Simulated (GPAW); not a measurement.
# CdSe (Cadmoselite) (P6_3mc) in GPAW: notebook

Aim: see how the results for CdSe (Cadmoselite) move with the level of theory and the settings. Levels: PBE, WC, revTPSS. Tasks: single point, relaxation of cell and atoms.

Program: GPAW 26.7.0. These are calculated values, not measurements. Logs are shortened: lines on timing, memory, paths and dates and some standing lists are left out, and cuts for length are marked. The log counts tension as positive stress, the text compression.

**Experimental background.**

A printed reference work, data compilation reports, for a bulk crystal of CdSe at 2 K: band gap 1.841 eV.

The results are compared with them further down.

### Step 1. The crystal as given

Symmetry: P6_3mc, No. 186, hexagonal system. The conventional cell has a = 4.300 Å, b = 4.300 Å, c = 7.020 Å, α = 90.00°, β = 90.00°, γ = 120.00°. Cd (site symmetry 3m) is surrounded by 4 Se at 2.61 to 2.70 Å. Around Se (site symmetry 3m) lie 4 Cd at 2.61 to 2.70 Å.

### Step 2. Single point, PBE

run.py reads:

```python
from ase import Atoms
from ase.dft.bandgap import bandgap
from ase.io import write
from ase.units import GPa
from gpaw import GPAW, PW

atoms = Atoms(['Cd', 'Cd', 'Se', 'Se'],
              cell=[[4.3, 0.0, 0.0],
                    [-2.15, 3.7239092363, 0.0],
                    [0.0, 0.0, 7.02]],
              scaled_positions=[[0.6666666667, 0.3333333333, 0.5],
                                [0.3333333333, 0.6666666667, 0.0],
                                [0.6666666667, 0.3333333333, 0.885],
                                [0.3333333333, 0.6666666667, 0.385]],
              pbc=True)

calc = GPAW(mode=PW(450),
            xc='PBE',
            kpts={'size': (6, 6, 3), 'gamma': True},
            occupations={'name': 'fermi-dirac', 'width': 0.05},
            nbands=31,
            maxiter=120,
            txt='gpaw.txt')
atoms.calc = calc
energy = atoms.get_potential_energy()
forces = atoms.get_forces()
stress = atoms.get_stress()
calc.write('gs.gpw')
write('result.traj', atoms)
print(f'Energy: {energy:.6f} eV')
print('Forces (eV/A):')
print(forces.round(4))
print('Stress (GPa):', (stress / GPa).round(3))
print('Fermi level:', round(calc.get_fermi_level(), 4), 'eV')
print(f'Gap: {bandgap(calc)[0]:.4f} eV, direct: {bandgap(calc, direct=True)[0]:.4f} eV')
```

Potentials or basis: GPAW PAW data sets (gpaw-data 1.2.1), pw.

On the command line:

```console
OMP_NUM_THREADS=1 python run.py
```

gpaw.txt:

```text
__  _  _
 | _ |_)|_||  |
 |__||  | ||/\| - 26.7.0

Input parameters:
  mode=PW(ecut=450.00000000000006),
  kpts=MonkhorstPack(size=(6, 6, 3), gamma=True),
  maxiter=120,
  nbands=31,
  occupations=Occupations(name='fermi-dirac', width=0.05),
  xc=XC(name='PBE')

Diagonalizing LCAO Hamiltonian
Converting LCAO to pw mode

            Se

        Se  Cd

        Cd

Atoms  # Å, Bohr magnetons
|   | symbol |         x |        y |        z |    initial magnetic moments |
|---|--------|-----------|----------|----------|-----------------------------|
| 0 |     Cd |  2.150000 | 1.241303 | 3.510000 | ( 0.0000,  0.0000,  0.0000) |
| 1 |     Cd | -0.000000 | 2.482606 | 0.000000 | ( 0.0000,  0.0000,  0.0000) |
| 2 |     Se |  2.150000 | 1.241303 | 6.212700 | ( 0.0000,  0.0000,  0.0000) |
| 3 |     Se | -0.000000 | 2.482606 | 2.702700 | ( 0.0000,  0.0000,  0.0000) |

Unit cell  # Å
| periodic |         x |        y |        z |  lengths |     angles |
|----------|-----------|----------|----------|----------|------------|
|      yes |  4.300000 | 0.000000 | 0.000000 | 4.300000 |  90.000000 |
|      yes | -2.150000 | 3.723909 | 0.000000 | 4.300000 |  90.000000 |
|      yes |  0.000000 | 0.000000 | 7.020000 | 7.020000 | 120.000000 |

Number of symmetries: 6
Symmetry operations  # r_c * U_cc + t_c -> r_c
|   | kind |            matrix            |
|---|------|------------------------------|
| 0 |  σ   |  1, 1, 0,  0,-1, 0,  0, 0, 1 |
| 1 |  E   |  1, 0, 0,  0, 1, 0,  0, 0, 1 |
| 2 |  C3  |  0, 1, 0, -1,-1, 0,  0, 0, 1 |
| 3 |  σ   |  0,-1, 0, -1, 0, 0,  0, 0, 1 |
| 4 |  σ   | -1, 0, 0,  1, 1, 0,  0, 0, 1 |
| 5 |  C3  | -1,-1, 0,  1, 0, 0,  0, 0, 1 |

BZ-sampling:
  Number of BZ points: 108
  Number of IBZ points: 17

  Monkhorst-Pack size: [6, 6, 3]
  Monkhorst-Pack shift: [0.08333333333333333, 0.08333333333333333, 0.0]

K-points  # in reciprocal-cell coordinates
|     |                                coordinates |     weight |
|-----|--------------------------------------------|------------|
|   0 | (  0.00000000,   0.00000000,   0.00000000) | 0.00925926 |
|   1 | (  0.00000000,   0.00000000,   0.33333333) | 0.01851852 |
|   2 | (  0.16666667,   0.00000000,  -0.33333333) | 0.05555556 |
|   3 | (  0.16666667,   0.00000000,   0.00000000) | 0.05555556 |
|   4 | (  0.16666667,   0.00000000,   0.33333333) | 0.05555556 |
|   5 | (  0.33333333,  -0.16666667,   0.00000000) | 0.05555556 |
|   6 | (  0.33333333,  -0.16666667,   0.33333333) | 0.11111111 |
|   7 | (  0.33333333,   0.00000000,  -0.33333333) | 0.05555556 |
|   8 | (  0.33333333,   0.00000000,   0.00000000) | 0.05555556 |
|   9 | (  0.33333333,   0.00000000,   0.33333333) | 0.05555556 |
| ... |                                            |            |
|  16 | (  0.50000000,   0.50000000,   0.33333333) | 0.05555556 |

Plane wave coefficients: 2448
Cutoff: 450.00000000000006 eV

Spin-components: 1 (collinear spins)
Bands:           31
Projectors:      22
Spin-degeneracy: 2
Datatype:        complex128

Parallelization:
  kpt:    1
  domain: 1
  band:   1

Density:
  Valence electrons: 36.0
  Components: 1
  Grid points: [24 24 35]
  Charge: 0.0  # |e|

Potential:
  Grid points: [24 24 35]

species:
  Cd:
    name:    Cadmium
    Z:       48.0
    valence: 12
    core:    36
    charge:  0.0  # [|e|]
    compensation charges:
      type: gauss
      rc: 0.38  # [Å]
      lmax: 2
    cutoffs:
      filter: 2.12  # [Å]
      core: 2.62  # [Å]
    projectors
    | kind |    occ | energy [eV] | rcut [Å] |
    |------|--------|-------------|----------|
    |   5s |  2.000 |      -5.655 |    1.191 |
    |   5p |  0.000 |      -1.186 |    1.228 |
    |   4d | 10.000 |     -11.739 |    1.164 |
    |    s |        |      21.556 |    1.191 |
    |    p |        |      26.026 |    1.228 |
    |    d |        |      15.473 |    1.164 |

    Using partial waves for Cd as LCAO basis

  Se:
    name:    Selenium
    Z:       34.0
    valence: 6
    core:    28
    charge:  0.0  # [|e|]
    compensation charges:
      type: gauss
      rc: 0.27  # [Å]
      lmax: 2
    cutoffs:
      filter: 1.77  # [Å]
      core: 2.67  # [Å]
    projectors
    | kind |    occ | energy [eV] | rcut [Å] |
    |------|--------|-------------|----------|
    |   4s |  2.000 |     -17.277 |    0.847 |
    |   4p |  4.000 |      -6.512 |    1.005 |
    |    s |        |       9.935 |    0.847 |
    |    p |        |      20.699 |    1.005 |
    |    d |        |       0.000 |    0.847 |

    Using partial waves for Se as LCAO basis

Reference energy: -436553.300934  # eV

eigensolver:
  PPCG
  Converge bands: occupied
  niter=2

density mixing:
  MSR1-Mixer
  Pratt-step length: 0.05
  Maximum mixing coefficient: 0.75
  Old densities: 10
  SVD Regularization: 0.005
  Good broyden scale: 1.0
  Trust region scale: 1.0
  Backstep threshold: 4.0
  History deletion threshold: 6.0
  Fourier metric: weight=20.0, sigma=0.015

occupation numbers:
  Fermi-Dirac:
    width: 0.0500  # eV

poisson solver:
  ecut: 3600.0000000000005  # eV

xc functional:
  name: PBE with 2 nearest neighbor stencil

convergence criteria:
- Maximum [total energy] change in last 3 cyles: 0.0005 eV / valence electron
- Maximum integral of absolute [dens]ity change: 0.0001 electrons / valence electron
- Maximum integral of absolute [eigenst]ate change: 4e-08 eV^2 / valence electron
maximum number of iterations: 120

SCF iterations
|iter     | |      energy | eigst |  dens |
|---------|-|-------------|-------|-------|
|iter:   1| |  -11.942041 | -0.68 |       |
|iter:   2| |  -11.789071 | -2.54 | -1.17 |
|iter:   3| |  -11.237041 | -1.52 | -1.22 |
|iter:   4| |  -11.234639 | -3.36 | -1.80 |
|iter:   5| |  -11.233991c| -3.79 | -2.25 |
|iter:   6| |  -11.234055c| -5.19 | -2.95 |
|iter:   7| |  -11.234063c| -6.52 | -3.53 |
|iter:   8| |  -11.234063c| -7.63c| -4.52c|

Converged in 8 steps
Energy contributions relative to reference atoms: (reference = -436553.300934)

Energy contributions:
  Kinetic:          41.423647
  Coulomb:         -37.249124
  Zero:              0.117578
  External:          0.000000
  Xc:              -15.526152
  Entropy:          -0.000025
  Spinorbit:         0.000000
  ----------------------------
  Free energy:     -11.234075
  Extrapolated:    -11.234063

dipole moment: (0.000051, -0.000016, -18.303205)  # |e|*Ang

Fermi level: 4.007
Eigenvalues  # (at kpt = [0.000, 0.000, 0.000])
| band index |      eig [eV] | occ [0-2] |
|------------|---------------|-----------|
|          0 |        -8.963 |     2.000 |
|        ... |               |           |
|         10 |        -3.833 |     2.000 |
|         11 |        -3.551 |     2.000 |
|         12 |        -0.618 |     2.000 |
|         13 |         2.908 |     2.000 |
|         14 |         2.908 |     2.000 |
|         15 |         3.619 |     1.999 |
[... 8 lines left out ...]
|         24 |        10.606 |     0.000 |
|         25 |        11.333 |     0.000 |
|        ... |               |           |
|         30 |        14.699 |     0.000 |

Gap: 0.695 eV
Transition (v -> c):
  (s=0, k=0, n=17, [0.00, 0.00, 0.00]) -> (s=0, k=0, n=18, [0.00, 0.00, 0.00])
No difference between direct/indirect transitions

Forces  # eV/Ang
|        x |       y |        z |
|----------|---------|----------|
|  0.00000 | 0.00000 |  0.27912 |  # Cd   0
| -0.00000 | 0.00000 |  0.28352 |  # Cd   1
| -0.00000 | 0.00000 | -0.27883 |  # Se   2
|  0.00000 | 0.00000 | -0.28391 |  # Se   3

Stress tensor  # eV/Ang^3
|         x |         y |         z |
|-----------|-----------|-----------|
| -0.016869 |  0.000000 | -0.000000 |
|  0.000000 | -0.016869 |  0.000000 |
| -0.000000 |  0.000000 | -0.004416 |

# Writing to gs.gpw (mode='')
```

Wall time 16 s (1 thread of Intel Xeon 6975P-C (Granite Rapids), shared host); peak memory 0.18 GiB.

What came out:

* Free energy: -11.2341 eV
* Pressure: 2.0 GPa
* Largest force: 0.284 eV/Å
* Band gap on the k mesh: 0.70 eV, direct

Forces on the atoms (eV/Å):
```
Cd   0.000  0.000  0.279
Cd   0.000  0.000  0.284
Se   0.000  0.000 -0.279
Se   0.000  0.000 -0.284
```

Stress tensor (GPa, compression positive):
```
2.70 0.00 0.00
0.00 2.70 0.00
0.00 0.00 0.71
```

Caveat: the cutoff is short for stress and forces, so pressures can be off by a GPa or more.

(Part 1 of 2 ends here.)
